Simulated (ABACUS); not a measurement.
# CoO (P3m1) in ABACUS: reference runs

Aim: a first look at CoO with PBE, on the cell as given and on a disturbed one.

Everything below comes from runs of ABACUS 3.10.1. Logs are shortened: lines on timing, memory, paths and dates and some standing lists are left out, and cuts for length are marked.

**1. The crystal as given**

It takes space group P6_3mc (No. 186, hexagonal). Conventional cell: a = 3.198 Å, b = 3.198 Å, c = 5.229 Å, α = 90.00°, β = 90.00°, γ = 120.00°. Co (site symmetry 3m) has 4 O at 1.93 to 1.97 Å as nearest neighbours. O (site symmetry 3m) is surrounded by 4 Co at 1.93 to 1.97 Å.

Measurements of this composition are mostly on another form, of space group No. 225.

**2. Single point, PBE, collinear spin, ferromagnetic start**

File INPUT:

```
INPUT_PARAMETERS
suffix              CoO
calculation         scf
basis_type          pw
pseudo_dir          ./
symmetry            1
dft_functional      pbe
ecutwfc             97
pseudo_rcut         10
nspin               2
nbands              30
ks_solver           dav
smearing_method     fd
smearing_sigma      0.00367493
scf_thr             1e-08
scf_nmax            100
mixing_type         broyden
mixing_beta         0.4
cal_force           1
cal_stress          1
kpar                4
```

File STRU:

```
ATOMIC_SPECIES
Co 58.9332 Co.upf
O 15.9990 O.upf

LATTICE_CONSTANT
1.8897261246

LATTICE_VECTORS
3.1976457435 0.0000000000 0.0000000000
-1.5988228718 2.7692424462 0.0000000000
0.0000000000 0.0000000000 5.2287097100

ATOMIC_POSITIONS
Direct

Co
0.0
2
0.3333333333 0.6666666667 0.5033624100 1 1 1 mag 2
0.0000000000 0.0000000000 0.0034741400 1 1 1 mag 2

O
0.0
2
0.3333333333 0.6666666667 0.8715556000 1 1 1 mag 0
0.0000000000 0.0000000000 0.3716088500 1 1 1 mag 0
```

File KPT:

```
K_POINTS
0
Gamma
10 10 5 0 0 0
```

Potentials or basis: PseudoDojo NC SR 0.4.1 PBE standard, plane waves.

Run with:

```console
$ OMP_NUM_THREADS=1 mpirun -np 4 abacus > log
```

running log:

```text
ABACUS v3.10.1

               Atomic-orbital Based Ab-initio Computation at UStc

 ------------------------------------------------------------------------------------

 READING GENERAL INFORMATION
                           global_out_dir = OUT.CoO/
                           global_in_card = INPUT
                               pseudo_dir = ./
[... 8 lines left out ...]

 READING ATOM TYPE 1
                               atom label = Co
                      L=0, number of zeta = 1
                      L=1, number of zeta = 1
                      L=2, number of zeta = 1
             number of atom for this type = 2
               magnetization of element 1 = 2

 READING ATOM TYPE 2
                               atom label = O
                      L=0, number of zeta = 1
                      L=1, number of zeta = 1
                      L=2, number of zeta = 1
             number of atom for this type = 2
               magnetization of element 2 = 0

                        TOTAL ATOM NUMBER = 4
DIRECT COORDINATES
    atom                   x                   y                   z     mag                  vx                  vy                  vz
taud_Co1            0.3333333333        0.6666666667        0.5033624100  2.0000        0.0000000000        0.0000000000        0.0000000000
taud_Co2            0.0000000000        0.0000000000        0.0034741400  2.0000        0.0000000000        0.0000000000        0.0000000000
taud_O1            0.3333333333        0.6666666667        0.8715556000  0.0000        0.0000000000        0.0000000000        0.0000000000
taud_O2            0.0000000000        0.0000000000        0.3716088500  0.0000        0.0000000000        0.0000000000        0.0000000000

                          Volume (Bohr^3) = 312.451
                             Volume (A^3) = 46.3005

 Lattice vectors: (Cartesian coordinate: in unit of a_0)
             +3.19765                  +0                  +0
             -1.59882            +2.76924                  +0
                   +0                  +0            +5.22871
 Reciprocal vectors: (Cartesian coordinate: in unit of 2 pi/a_0)
             +0.31273           +0.180555                  -0
                   -0            +0.36111                  -0
                   +0                  -0           +0.191252
 The esolver type has been set to : ksdft_pw

                PAO radial cut off (Bohr) = 10

 Read in pseudopotential file is Co.upf
                     pseudopotential type = NC
          exchange-correlation functional = PBE
                 nonlocal core correction = 1
                        valence electrons = 17
                                     lmax = 2
                           number of zeta = 4
[... 7 lines left out ...]
                PAO radial cut off (Bohr) = 10

 Read in pseudopotential file is O.upf
                     pseudopotential type = NC
          exchange-correlation functional = PBE
                 nonlocal core correction = 1
                        valence electrons = 6
                                     lmax = 2
[... 170 lines left out ...]
                         number of sticks = 301

 PARALLEL PW FOR WAVE FUNCTIONS
     PROC   COLUMNS(POT)             PW
        1            301           6827
 --------------- sum -------------------
        1            301           6827

 SETUP NONLOCAL PSEUDOPOTENTIALS IN PLANE WAVE BASIS
 Co non-local projectors:
 projector 1 L=0
 projector 2 L=0
 projector 3 L=1
 projector 4 L=1
 projector 5 L=2
 projector 6 L=2
 O non-local projectors:
 projector 1 L=0
 projector 2 L=0
 projector 3 L=1
 projector 4 L=1
 projector 5 L=2
      TOTAL NUMBER OF NONLOCAL PROJECTORS = 62

 Init Non-Local PseudoPotential table :
 Init Non-Local-Pseudopotential done.

                                     npwx = 5107

 Make real space PAO into reciprocal space.
       max mesh points in Pseudopotential = 1001
     dq(describe PAO in reciprocal space) = 0.01
                                    max q = 1186

 number of pseudo atomic orbitals for Co is 4
WARNING: norm of atomic wavefunction # 4 of atomic type Co is 0.999928, renormalized

 number of pseudo atomic orbitals for O is 2

 -------------------------------------------
 SELF-CONSISTENT
 -------------------------------------------
                                 init_chg = atomic

 PW ALGORITHM --------------- ION=   1  ELEC=   1--------------------------------

          total magnetism (Bohr mag/cell) = 5.40634
       absolute magnetism (Bohr mag/cell) = 5.40635
                        nelec for spin up = 25.7032
                      nelec for spin down = 20.2968
[... 209 lines left out ...]
 Density error is 8.25962290602e-09
                          Error Threshold = 4.45793374912e-11
----------------------------------------------------------
     Energy           Rydberg                 eV
----------------------------------------------------------
 E_KohnSham     -678.1680763451      -9226.9500399930
 E_KS(sigma->0) -678.1673146899      -9226.9396771423
 E_Harris       -678.1683463279      -9226.9537132974
 E_band         -53.9272205861       -733.7174772741
 E_one_elec     -374.4539339785      -5094.7071406228
 E_Hartree      211.6683093638       2879.8950933749
 E_xc           -128.9017721597      -1753.7985836695
 E_Ewald        -386.4791562604      -5258.3186833743
 E_entropy(-TS) -0.0015233104        -0.0207257013
 E_descf        0.0000000000         0.0000000000
 E_exx          0.0000000000         0.0000000000
 E_Fermi        0.8237599250         11.2078287643
----------------------------------------------------------

 charge density convergence is achieved
 final etot is -9226.95004 eV
 EFERMI = 11.207828764 eV

 STATE ENERGY(eV) AND OCCUPATIONS    NSPIN == 2
SPIN UP :
 1/15 kpoint (Cartesian) = 0.0000 0.0000 0.0000 (5107 pws)
       1       -85.3489     0.00200000
       2       -85.3474     0.00200000
       3       -48.7851     0.00200000
       4       -48.7651     0.00200000
       5       -48.6859     0.00200000
       6       -48.6859     0.00200000
[... 182 lines left out ...]
      29        18.2454    4.47018e-64
      30        20.4187    5.93715e-83

[... levels at 24 further k points ...]

------------------------------------------------------------------------------------------
 TOTAL-FORCE (eV/Angstrom)
------------------------------------------------------------------------------------------
                       Co1         0.0000000000         0.0000000000        -0.2797437865
                       Co2         0.0000000000         0.0000000000        -0.2870735526
                        O1         0.0000000000         0.0000000000         0.2814081333
                        O2         0.0000000000         0.0000000000         0.2854092057
------------------------------------------------------------------------------------------

----------------------------------------------------------------
 TOTAL-STRESS (KBAR)
----------------------------------------------------------------
         1.3145495265         0.0000000000         0.0000000000
         0.0000000000         1.3145495265         0.0000000000
        -0.0000000000         0.0000000000        34.2157857199
----------------------------------------------------------------
 TOTAL-PRESSURE: 12.281628 KBAR

 --------------------------------------------
 !FINAL_ETOT_IS -9226.9500399929711421 eV
 --------------------------------------------
```

It took 3.9 min on 4 MPI ranks of Intel Xeon Platinum 8175M at 2.50GHz (Skylake/Cascade Lake), shared host; peak memory 0.84 GiB.

Results:

```yaml
Free_energy: -9226.9500 eV
Pressure: 1.2 GPa
Largest_force: 0.287 eV/Å
Band_gap_on_the_k_mesh: none (metal or under the smearing width)
Net_moment: 5.95 μB per cell
Absolute_moment: 5.96 μB per cell
```

Forces in eV/Å, atoms in the order of the input:
```
Co   0.000  0.000 -0.280
Co   0.000  0.000 -0.287
O    0.000  0.000  0.281
O    0.000  0.000  0.285
```

Stress tensor (GPa, compression positive):
```
0.13 0.00 0.00
0.00 0.13 0.00
0.00 0.00 3.42
```

Caveat: semilocal functionals often make such compounds metallic where correlation or magnetic order opens a gap, which also shifts bond lengths. With open d or f shells a metallic result of PBE can be an artefact of self-interaction; +U or a hybrid may open a gap.

**3. Single point, PBE, collinear spin, ferromagnetic start (atoms moved at random, drawn with an rms of 0.05 Å)**

INPUT is that of step 2.

File STRU:

```
ATOMIC_SPECIES
Co 58.9332 Co.upf
O 15.9990 O.upf

LATTICE_CONSTANT
1.8897261246

LATTICE_VECTORS
3.1976457435 0.0000000000 0.0000000000
-1.5988228718 2.7692424462 0.0000000000
0.0000000000 0.0000000000 5.2287097100

ATOMIC_POSITIONS
Direct

Co
0.0
2
0.3360110000 0.6774830000 0.4959470000 1 1 1 mag 2
0.0116800000 0.0069190000 0.0012790000 1 1 1 mag 2

O
0.0
2
0.3425860000 0.6630980000 0.8624600000 1 1 1 mag 0
-0.0158960000 -0.0233000000 0.3705840000 1 1 1 mag 0
```

KPT is that of step 2.

Potentials or basis: PseudoDojo NC SR 0.4.1 PBE standard, plane waves.

Run with:

```console
$ OMP_NUM_THREADS=1 mpirun -np 4 abacus > log
```

running log:

```text
ABACUS v3.10.1

               Atomic-orbital Based Ab-initio Computation at UStc

 ------------------------------------------------------------------------------------

 READING GENERAL INFORMATION
                           global_out_dir = OUT.CoO/
                           global_in_card = INPUT
                               pseudo_dir = ./
[... 8 lines left out ...]

 READING ATOM TYPE 1
                               atom label = Co
                      L=0, number of zeta = 1
                      L=1, number of zeta = 1
                      L=2, number of zeta = 1
             number of atom for this type = 2
               magnetization of element 1 = 2
[... 493 lines left out ...]
       1       -85.3818     0.00200000
       2       -85.3545     0.00200000
       3       -48.8184     0.00200000
       4       -48.8000     0.00200000
       5       -48.7975     0.00200000
       6       -48.7142     0.00200000
[... 182 lines left out ...]
      29        18.4548    1.58051e-66
      30        20.4515    7.17638e-84

[... levels at 120 further k points ...]

------------------------------------------------------------------------------------------
 TOTAL-FORCE (eV/Angstrom)
------------------------------------------------------------------------------------------
                       Co1        -0.0643094236        -0.4662418744        -0.1616645476
                       Co2         0.0454355294        -0.1261891132        -0.3561640004
                        O1        -0.0535856093         0.1033483854         0.5197202556
                        O2         0.0724595034         0.4890826021        -0.0018917076
------------------------------------------------------------------------------------------

----------------------------------------------------------------
 TOTAL-STRESS (KBAR)
----------------------------------------------------------------
        18.9085304540         5.3219741352        -0.0650654063
         5.3219741352       -13.8445408293       -14.0895456027
        -0.0650654063       -14.0895456027        33.6658204611
----------------------------------------------------------------
 TOTAL-PRESSURE: 12.909937 KBAR

 --------------------------------------------
 !FINAL_ETOT_IS -9226.9165060454015475 eV
 --------------------------------------------
```

Run time: 16 min. Hardware: 4 MPI ranks of Intel Xeon Platinum 8175M at 2.50GHz (Skylake/Cascade Lake), shared host; peak memory 1.8 GiB.

What came out:

```
Free energy            : -9226.9165 eV
Pressure               : 1.3 GPa
Largest force          : 0.533 eV/Å
Band gap on the k mesh : none (metal or under the smearing width)
Net moment             : 5.94 μB per cell
Absolute moment        : 5.94 μB per cell
```

Forces in eV/Å, atoms in the order of the input:
```
Co  -0.064 -0.466 -0.162
Co   0.045 -0.126 -0.356
O   -0.054  0.103  0.520
O    0.072  0.489 -0.002
```

Levels at points of the mesh, in eV from the Fermi level:
Spin up:
| k point | band 22 | band 23 | band 24 | band 25 | band 26 | band 27 |
| --- | --- | --- | --- | --- | --- | --- |
| (0.00, 0.00, 0.00) | -0.81 | -0.78 | -0.22 | 0.06 | 0.11 | 0.25 |
| (0.50, 0.00, 0.00) | -2.15 | -2.08 | -1.79 | -0.79 | -0.65 | 5.59 |
| (0.00, 0.50, 0.00) | -2.10 | -2.01 | -1.81 | -0.65 | -0.56 | 5.58 |
| (0.50, 0.50, 0.00) | -2.12 | -2.08 | -1.76 | -0.78 | -0.63 | 5.58 |
Spin down:
| k point | band 18 | band 19 | band 20 | band 21 | band 22 | band 23 |
| --- | --- | --- | --- | --- | --- | --- |
| (0.00, 0.00, 0.00) | -0.77 | -0.19 | -0.15 | 0.23 | 0.63 | 1.58 |
| (0.50, 0.00, 0.00) | -0.56 | -0.25 | -0.12 | 0.07 | 0.28 | 0.76 |
| (0.00, 0.50, 0.00) | -0.59 | -0.26 | -0.11 | 0.16 | 0.45 | 0.76 |
| (0.50, 0.50, 0.00) | -0.58 | -0.24 | -0.12 | 0.08 | 0.30 | 0.79 |

Caveat: semilocal functionals often make such compounds metallic where correlation or magnetic order opens a gap, which also shifts bond lengths.
